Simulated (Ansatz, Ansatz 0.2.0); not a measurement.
# High-frequency dielectric constant of zincblende GaP: r2SCAN within 3 % of the reference, PBE and LDA well above

## What was measured

Gallium phosphide crystallises in the zincblende structure, space group $F\bar{4}3m$, with two atoms in the primitive cell and a diffraction lattice constant of 5.450 Å. The reference for the present comparison is the room-temperature high-frequency dielectric constant, $\varepsilon_\infty = 9.1$, taken from a printed reference work on physical properties and growth of gallium phosphide. It is a compiled value whose method is not stated. Such a constant normally rests on infrared or refractive-index data, extrapolated to frequencies well above the lattice vibrations and well below the electronic gap. It is therefore compared here with the static electronic response at clamped ions. In a cubic crystal the dielectric tensor is isotropic, so a single number suffices.

| compared with | measured | in the source | T (K) | method |
| --- | --- | --- | --- | --- |
| ε∞ | 9.1 | high-frequency dielectric constant | room temperature | compiled value, method not stated |

Conditions are those given with the value in the passage it was taken from; "not stated" means there, and the paper may say more elsewhere.

## Approach

The aim is to reproduce $\varepsilon_\infty$ of bulk GaP from the linear response of the electrons to a static field, with the ions held fixed and local fields included at the level of the functional. The model is the perfect crystal in its two-atom primitive cell.

Agreement within 5 % of the reference counts as success. Lattice vibrations, absent from the calculation, typically change $\varepsilon_\infty$ of such a semiconductor by a few per cent, and a compiled value may carry an uncertainty of similar size.

The main source of error is expected to be the gap. A functional that makes it too small makes the electrons too easily polarised and $\varepsilon_\infty$ too large. LDA and PBE are known for this, so the work starts with the meta-GGA r2SCAN, which usually opens the gap somewhat, at the diffraction lattice constant. Simpler functionals then serve to set the scale of the functional and volume effects.

System: GaP (gallium phosphide), zincblende; F-43m (No. 216), 2 atoms in the primitive cell; the database structure is a diffraction structure: a = 5.450 Å.

## 1. r2SCAN at the diffraction lattice constant

Using the diffraction cell keeps an error in the computed volume out of the dielectric constant. Starting with PBE or LDA would probably give a value too high by something like ten per cent or more. r2SCAN should reduce that excess, though as a semilocal functional it is unlikely to remove it entirely; a value slightly above the reference is expected.

**Run 1.** Ansatz 0.2.0: r2SCAN, database cell, cutoff 500 eV (default), 8x8x8 k mesh, fixed occupations; ε∞ by linear response, susceptibility summed by the program on 12×12×12.

Key lines of the input:
```
crystal:
  # lattice and atoms
kpoints:
  mp_grid: { grid: [8, 8, 8] }
hamiltonian:
  xc: r2scan
scf:
  occupations: { method: fixed }
dielectric: {}
```

Command:
```
ansatz run input.yaml --threads 4 --pin off --max-ram 8192MiB --backend cpu --events-out ev --progress --plain --runs-dir out
```

Selected lines of the output:
```
  ε∞ (high-frequency dielectric tensor):
        9.360633    -0.000000     0.000000
  solved inside a basis spanned on kpoints, on 8×8×8 k-points, its susceptibility summed on 12×12×12: ε∞ is read to err by 2.8e-2, Z* by 1.4e-2 e (field_mesh: kpoints solves on kpoints); Z* [...]
```

Converged; 17 s on 4 cores of Intel Xeon 6975P-C (Granite Rapids), shared host (all steps together).

| quantity | run 1 | measured | deviation |
| --- | --- | --- | --- |
| ε∞ | 9.36 | 9.1 | +0.26 (+2.9 %) |

The r2SCAN value of 9.36 lies 2.9 % above the reference, inside the 5 % margin and on the side expected of a functional that still leaves the gap too small. The program puts the error of its dielectric constant at 0.028, about a tenth of the excess of 0.26. By that estimate sampling does not account for the deviation, although a denser mesh was not run with r2SCAN to test it.

## 2. Effect of functional and cell volume

PBE and LDA at the same diffraction cell show how much of the result depends on the functional, with the geometry held fixed. Both are expected to lie clearly above r2SCAN. A further PBE calculation in its own relaxed cell measures the effect of volume: PBE usually overestimates lattice constants by about one per cent, and the accompanying narrowing of the gap should raise $\varepsilon_\infty$ further. This indicates how much the choice of the diffraction cell matters, though strictly only for PBE.

**Run 2.** Ansatz 0.2.0: PBE, database cell, cutoff 420 eV (default), 8x8x8 k mesh, fixed occupations; ε∞ by linear response.

Key lines of the input, as changed from run 1:
```diff
  hamiltonian:
-   xc: r2scan
+   xc: pbe
```

Selected lines of the output:
```
  ε∞ (high-frequency dielectric tensor):
       10.373098     0.000000    -0.000000
  solved inside a basis spanned on kpoints, on 10×10×10 k-points transformed towards the longest dipole: ε∞ is read to err by 2.8e-2, Z* by 1.4e-2 e (field_mesh: kpoints solves on kpoints) [...]
```

Converged; 8 s of wall time (all steps together).

**Run 3.** Ansatz 0.2.0: LDA, database cell, cutoff 420 eV (default), 8x8x8 k mesh, fixed occupations; ε∞ by linear response.

Key lines of the input, as changed from run 1:
```diff
  hamiltonian:
-   xc: r2scan
+   xc: lda
```

Selected lines of the output:
```
  ε∞ (high-frequency dielectric tensor):
       10.917290     0.000000    -0.000000
  solved inside a basis spanned on kpoints, on 10×10×10 k-points transformed towards the longest dipole: ε∞ is read to err by 3.0e-2, Z* by 1.4e-2 e (field_mesh: kpoints solves on kpoints) [...]
```

Converged; 7.7 s of wall time (all steps together).

**Run 4.** Ansatz 0.2.0: PBE, cell relaxed with the same functional, cutoff 420 eV (default), 8x8x8 k mesh, fixed occupations; ε∞ by linear response.

Key lines of the input, as changed from run 2:
```diff
  crystal:
-   # lattice and atoms
+   lattice:
+     - [0.0, 2.7529801828, 2.7529801828]
+     - [2.7529801828, 0.0, 2.7529801828]
+     - [2.7529801828, 2.7529801828, 0.0]
+   # atoms
```

Selected lines of the output:
```
  ε∞ (high-frequency dielectric tensor):
       10.627087     0.000000    -0.000000
```

Converged; 11 s of wall time (all steps together).

| quantity | run 2 | run 3 | run 4 | measured |
| --- | --- | --- | --- | --- |
| ε∞ | 10.37 | 10.92 | 10.63 | 9.1 |
| a (Å) | – | – | 5.506 |  |

At the diffraction cell PBE gives 10.37 and LDA 10.92, which are 14 % and 20 % above the reference; both miss the 5 % margin. Going from PBE to r2SCAN lowers $\varepsilon_\infty$ by 1.01. The three calculations differ somewhat in cutoff and in how the k-points are summed. The program's estimates of the sampling error, about 0.03, are far too small to account for such a step; the effect of the cutoff was not tested separately, though it is unlikely to be that large. The order is the one expected if r2SCAN opens the gap relative to the other two, although the gaps themselves were not examined here.

Relaxation with PBE expands the lattice constant to 5.506 Å, about 1 % above the diffraction value, and raises $\varepsilon_\infty$ by roughly 0.25, from 10.37 to 10.63. The volume effect has the expected sign and is about a quarter of the difference between PBE and r2SCAN. For PBE, then, most of the excess over the reference is already present at the diffraction cell, and the overestimated volume only adds to it.

## All runs against the measurement

| run | settings | ε∞ | deviation | cost |
| --- | --- | --- | --- | --- |
| 1 | r2SCAN, cutoff 500 eV | 9.36 | +0.26 (+2.9 %) | 68 core-s |
| 2 | PBE, database cell, cutoff 420 eV (default) | 10.37 | +1.27 (+14.0 %) | under 1 core-min |
| 3 | LDA, database cell, cutoff 420 eV (default) | 10.92 | +1.82 (+20.0 %) | under 1 core-min |
| 4 | PBE, cell relaxed with the same functional | 10.63 | +1.53 (+16.8 %) | under 1 core-min |
|  | measured | 9.1 |  |  |

## Conclusion

The r2SCAN calculation at the diffraction lattice constant meets the 5 % target: it gives $\varepsilon_\infty = 9.36$ against the reference value of 9.1, an excess of 2.9 %, for about one core-minute. PBE and LDA in the same cell miss the target by a wide margin, at 14 % and 20 %.

The decisive step was the choice of functional. The relaxed PBE cell was useful in showing that volume is the smaller effect, worth roughly 0.25 in $\varepsilon_\infty$. The LDA calculation mainly confirmed what PBE had already shown.

The agreement probably rests in part on a cancellation. Theory suggests that a gap still too small raises $\varepsilon_\infty$, while the electron–hole attraction that semilocal linear response largely lacks would raise it further if included. The first error appears to outweigh the second, which would explain the remaining excess of 0.26, but the runs do not separate the two. Lattice vibrations, also left out, usually narrow the gap and would then increase $\varepsilon_\infty$, by perhaps a few per cent. Including them would more likely widen the excess than remove it, and could use up the margin by which the target is met.

The r2SCAN result was not repeated with a denser mesh or a higher cutoff. Its sampling error rests on the program's own estimate of 0.028, and its cutoff error remains untested. Nor can the data behind the compiled reference value be judged, since its method is not stated.

[Logs are printed without paths, hosts, clocks, repeated set-up lines and the standing remarks that a program may print on its own settings, such as how far it seeks lower states.]

[The runs shown are a pick from a larger set of finished runs; failed, doubtful and other runs were left out of it ahead of writing. So were measured values far from every level or from commonly accepted values, and agreement can look better than it is. Lines of input and output are excerpts and may be shortened.]
